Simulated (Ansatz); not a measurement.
# InAs (F-43m) in Ansatz: single point with r2SCAN50

Aim: the single point of InAs with r2SCAN50.

Program: Ansatz 0.2.0. These are calculated values, not measurements. Logs are shortened: lines on timing, memory, paths and dates and some standing lists are left out, and cuts for length are marked.

**Experimental background.**

A printed reference work, data compilation reports, for a bulk crystal of InAs at 4.2 K: band gap 0.418 eV (direct).

The results are compared with them further down.

## Step 1: Starting point

It takes space group F-43m (No. 216, cubic). The conventional cell has a = 6.036 Å, b = 6.036 Å, c = 6.036 Å, α = 90.00°, β = 90.00°, γ = 90.00°. In (site symmetry -43m) has 4 As at 2.61 Å as nearest neighbours. Around As (site symmetry -43m) lie 4 In at 2.61 Å.

## Step 2: Single point, r2SCAN50

input.yaml

```yaml
crystal:
  lattice:
    - [0.0, 3.018, 3.018]
    - [3.018, 0.0, 3.018]
    - [3.018, 3.018, 0.0]
  atoms:
    - { symbol: In, position: [0.0, 0.0, 0.0] }
    - { symbol: As, position: [0.75, 0.75, 0.75] }
hamiltonian:
  xc: r2scan50
  pseudopotentials: { kind: paw }
kpoints:
  mp_grid: { grid: [5, 5, 5] }
scf:
  occupations: { method: fermi_dirac, width: 0.05 }
output:
  forces: true
  stress: true
  eigenvalues: true
  write_density: true
  write_potential: true
  elf: true
  volumetric_format: npy
```

Potentials or basis: Ansatz PAW.

Run with:

```console
$ ansatz run input.yaml --threads 2 --pin off --max-ram 5632MiB --backend cpu --events-out ev --progress --plain --runs-dir out
```

Standard output:

```text
Warning: output.stress: scf.convergence.dr2_threshold = 1e-7 eV (the SCF's general default) is looser than the 2e-10 eV advised for a printed stress (1e-10 eV for each atom of the cell: 2). What an SCF threshold leaves in a stress goes as its square root, and in the free energy as the threshold itself, and one threshold admits the most on a small cell: of the crystals measured, under no hybrid functional and no lock of the moments, on runs that ended without the residual-converged pass, on stresses that held no estimate of that error, the worst erred by over 100 MPa in a component at 1e-7 eV an atom and by under 5 at 1e-10. Set scf.convergence.dr2_threshold to 2e-10 eV or tighter. The threshold is an SCF's pass mark: one that does not reach it within its budget of iterations ends unconverged, or closes short of it on a stop that the run arms, and scf.convergence.dr2_threshold's page says what that costs each kind of run
Warning: output.stress: scf.exx.energy_threshold = 1e-6 eV is looser than the 2e-8 eV advised for a stress under a hybrid functional (1e-8 eV for each atom of the cell: 2). Every SCF of the exchange loop can meet its threshold on dr2 while the loop round them stops early: no threshold on dr2 bounds what that leaves in the stress. Set scf.exx.energy_threshold to 2e-8 eV or tighter. The threshold is the loop's pass mark: a loop that does not reach it within its budget of cycles ends unconverged, and scf.exx.energy_threshold's page has the law
Warning: RAYON_NUM_THREADS=2 ignored (pool sized by the plan → 2); use --threads N
Engine: ansatz 0.2.0, aarch64-unknown-linux-gnu
Pseudopotentials: kind: paw
Pseudopotential: In, paw, valence charge 13, recommended cutoff 500 eV (meta_gga), In.paw.azcp
Pseudopotential: As, paw, valence charge 15, recommended cutoff 500 eV (meta_gga), As.paw.azcp
Functional definition: r2SCAN50
  parameter a = 0.5
  parameter k0 = 0.174
  parameter k1 = 0.065
  parameter a1 = 4.9479
  exchange = (1 - a)*r2scan_x(k0 = k0, k1 = k1, a1 = a1) + a*exact_x
  correlation = r2scan_c
Crystal: 2 atoms, lattice volume = 54.978 Å³
Basis set: ecut = 500 eV, 1411 PW (Γ), exchange–correlation on 128×128×128 points (64 copies of the dense FFT grid, shifted against one another)
Bands: 18, of which v1, the nominal top of the filled ones, is band 14 counted from 1 (13 counted from 0)
Symmetry: 24 space group operations
Space group: F-43m (ITA 216), of the structure as read, at distance tolerance 3.8e-5 Å
k-points: 10 of 125 (time reversal used)
Non-local potential: In, projectors of the file, l = 0: 2, l = 1: 2, l = 2: 2, l = 3: 2
Non-local potential: As, projectors of the file, l = 0: 2, l = 1: 2, l = 2: 3, l = 3: 1
PAW form: soft (Blöchl's): semilocal exchange-correlation on the pseudo side does not see the compensation charge
PAW frozen core: In, regenerated for the run's functional, and the local potential with it (the file was generated under x = pbe(κ = 0.804, μ = 0.2195149727645171), c = pbe(β = 0.06672455060314922))
PAW frozen core: As, regenerated for the run's functional, and the local potential with it (the file was generated under x = pbe(κ = 0.804, μ = 0.2195149727645171), c = pbe(β = 0.06672455060314922))
PAW one-centre angular grid: In, 590 points (default); XC on 289 of its mesh's 2783 points in the sphere
PAW one-centre angular grid: As, 590 points (default); XC on 160 Gauss nodes
[... 40 lines left out ...]
SCF iter   7: F=-10475.328676 eV  HF=-10475.328676 eV  |F-HF|=1.09e-11  |Δ(HF+E_count)|=   2.75e-8  Δρ=3.30e-7  dr2=5.82e-9  dr2_τ=6.09e-12  ethr=4.83e-12  ⟨swp⟩=4.7  Hψ=591  notcnv=0
SCF 3 converged in 7 iterations: F = -10475.328676 eV  dr2 = 5.82e-9
  Residual-converged pass: ⟨swp⟩=2.0  Hψ=260  notcnv=0  max |occ|·‖R‖ = 2.2e-6 eV (tolerance 2.4e-6 eV)  dr2=5.82e-9  dr2_τ=6.21e-12  dr2_onsite=1.31e-11  max |Δocc| = 5.5e-21
hybrid outer 2: dexx = +8.585e-6 eV, tail = 6.72e-7 eV, Δε = 7.52e-3 eV (about 5.76e-4 eV left of the loop's levels)
Frozen-core exchange: fock
SCF iter   1: F=—  HF=-10475.328676 eV  |F-HF|=—  |Δ(HF+E_count)|=         —  Δρ=3.90e-6  dr2=9.57e-9  dr2_τ=9.87e-11  ethr=1.20e-8  ⟨swp⟩=4.6  Hψ=391  notcnv=0
preconditioner: auto → none  [insulator: Δε(μ)=2.683 eV  Ē_g=20.531 eV  σ=0.050 eV  W_gap=1.00  n_scr=14 (ndim 8)  ℏωp=21.2 eV  f_vac=0.097  D(μ)=0.00/eV (n_scr^D=0)]
SCF iter   2: F=-10475.328676 eV  HF=-10475.328676 eV  |F-HF|=3.87e-10  |Δ(HF+E_count)|=   1.16e-8  Δρ=1.63e-6  dr2=3.19e-9  dr2_τ=2.15e-11  ethr=1.89e-11  ⟨swp⟩=4.1  Hψ=580  notcnv=0
SCF 4 converged in 2 iterations: F = -10475.328676 eV  dr2 = 3.19e-9
  Residual-converged pass: ⟨swp⟩=2.1  Hψ=314  notcnv=0  max |occ|·‖R‖ = 2.0e-6 eV (tolerance 2.4e-6 eV)  dr2=3.20e-9  dr2_τ=2.21e-11  dr2_onsite=4.43e-10  max |Δocc| = 3.5e-21
hybrid outer 3: dexx = +1.229e-8 eV, tail = 7.69e-9 eV, Δε = 1.98e-4 eV (about 4.72e-5 eV left of the loop's levels), ΔF = 5.55e-17 eV/Å (tail 5.44e-4)
hybrid SCF converged: 3 outer / 16 inner (+8 warm-up), last move |dexx| = 1.23e-8 eV, tail = 7.69e-9 eV
Stability not checked: this state was not tested for a lower state beside it, because the functional holds exact exchange (a hybrid, or Hartree-Fock), whose exchange loop this test does not read (fock_operator; see scf.lower_state_search)
Free energy (F): -10475.328676 eV
Frozen-core exchange: fock
Harris-Foulkes:  -10475.328676 eV  (|F-HF|=3.87e-10)
Internal energy: -10475.328676 eV  (E = F + TS)
E sigma→0 (E₀):  -10475.328676 eV
Fermi energy:    7.764886 eV
--- Per-component energies (eV) ---
  E_band       = -473.907851
  E_kinetic    = 346.619271
  E_local      = -3272.221786  (includes V_loc(G=0)·N_el)
  E_nonlocal   = -303.728562
  E_hartree    = 1588.980756
  E_xc         = -151.030289
  E_vxc        = -101.466061  (∫ρ·V_xc dr)
  E_exx        = -210.991476  (= α·E_x^exact, valence–valence)
  E_paw        = -5944.446341  (= ΣΔE_a)
  E_vpaw       = 96.753843  (= ΣTr[D̂ρ^β])
  E_aug_tail   = 0.000002  (compensation charges beyond the density's cutoff)
  E_vtau       = 4.157018  (kinetic-family band-sum trace: ∫τ·v_τ [+ j·A + Jᵃ·Aᵃ] dr)
  E_ewald      = -2527.799418
  E_core_change = -0.710835  (= ΣΔE_core)
  E_smearing   = -0.000000  (= −TS)
  E_closure    = 0.000001  (closes the sum)
  Σ components = -10475.328676   (vs F -10475.328676, Δ=0.00e0)
--- Forces (eV/Å), atoms counted from 1 ---
  atom   1  In    -0.00000000     0.00000000     0.00000000
  atom   2  As    -0.00000000     0.00000000    -0.00000000
  max |Σ_I F_I| component: 2.20e-16 eV/Å
--- Stress (GPa, compression-positive) ---
       -0.187092      -0.000000      -0.000000
       -0.000000      -0.187092       0.000000
       -0.000000       0.000000      -0.187092
  P = ⅓ Tr σ = -0.1871 GPa (-1.871 kbar)
--- Band table (eV; the first three rows and the last of 10) ---
  k-point 0: bands = ["-35.9488", "-35.9488", "-35.9488", "-35.9384", "-35.9384", "-11.9739", "-11.9739", "-11.9739", "-11.8178", "-11.8178", "-8.1331", "6.3961", "6.3961", "6.3961", "9.0787", "13.2900", "13.2900", "13.2900"]
  k-point 1: bands = ["-35.9487", "-35.9487", "-35.9487", "-35.9383", "-35.9383", "-12.0104", "-11.9600", "-11.9600", "-11.8181", "-11.8181", "-7.6528", "3.0473", "5.8982", "5.8982", "10.5183", "13.9628", "13.9628", "14.1288"]
  k-point 2: bands = ["-35.9487", "-35.9487", "-35.9486", "-35.9381", "-35.9381", "-12.0659", "-11.9413", "-11.9413", "-11.8141", "-11.8141", "-6.5852", "-0.1004", "5.2710", "5.2710", "10.2225", "14.1561", "14.1561", "16.3331"]
  k-point 9: bands = ["-35.9488", "-35.9486", "-35.9485", "-35.9381", "-35.9380", "-12.1055", "-11.9205", "-11.9016", "-11.8354", "-11.8099", "-5.8310", "-0.2232", "2.6753", "3.6616", "13.0091", "13.4146", "14.3714", "17.5431"]
```

Run time: 29 s. Hardware: 2 threads of Arm Neoverse V2, shared host; peak memory 1.5 GiB.

Results:

```
Free energy            : -10475.3287 eV
Pressure               : -0.2 GPa
Band gap on the k mesh : 2.68 eV, direct
```

Levels at points of the mesh, in eV from the valence-band top:
```
           k point  band 12  band 13  band 14  band 15  band 16  band 17
(0.00, 0.00, 0.00)     0.00     0.00     0.00     2.68     6.89     6.89
```

Caveat: odd divisions of the mesh miss points on the zone boundary, where band edges often lie, so the gap on the mesh can be too wide; spin-orbit coupling is left out, which moves the levels of the heavy elements; the PAW data sets come from PBE, with cores solved anew for the run's functional, which leaves a small shift of forces and pressure; the thresholds are loose for stress.

## Step 3: How close it comes

Step 2. A measured gap of InAs is 0.418 eV (direct; 4.2 K; a printed reference work, data compilation); the calculated 2.68 eV misses it by +2.26 eV. So large a miss can be the level of theory's own, or it may mean another phase, state or a wrong row. Spin-orbit coupling on As, In is left out. The value is that of r2SCAN50, without temperature or zero-point motion.
